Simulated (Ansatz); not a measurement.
C: energy along a strain

C, Fmmm, a = 2.456 Å, b = 4.254 Å, c = 6.696 Å (as given, not relaxed at this level: 3.4 GPa, forces to 0.03 eV/Å). This isn't the element's structure at ambient conditions. Ansatz: PBE+D3(BJ), PAW, 420 eV, Γ-centred 14×14×14 mesh on 2 atoms, Gaussian smearing 0.05 eV; no spin polarisation. Cell vectors (Å): 0.000 2.127 3.348; 1.228 0.000 3.348; 1.228 2.127 0.000. The cell is strained by x per cent times the pattern (0 0 0 1 0 0) in the order xx yy zz yz xz xy (engineering shears), with fractional coordinates held. y is the free energy over the start, V0 = 8.745 Å³/atom. Symmetry makes y even in x. Points with a strain past 8.5 % were computed too (4) and aren't used here.

```
x (%) y (meV/atom)
-7.50         -0.54
 0.00          0.00
 1.87             ?
 3.75         -0.15
 5.62         -0.32
```

Q: Fit y = c2 x² + c4 x⁴ to the other rows, get the stiffness along the pattern, and predict the missing energy.

A: Least squares on the rows shown. y = −0.01089 x² + 2.307×10⁻⁵ x⁴. The clamped-ion stiffness p·C·p = 2 × -0.1089 eV × 160.2 / 8.745 Å³ = -4.0 GPa, which is C44 in these axes (second derivative at the start, which stands under stress). At x = 1.87 the fit asked for gives -0.04 meV/atom. The run gave -0.04 meV/atom, the same to the digits shown.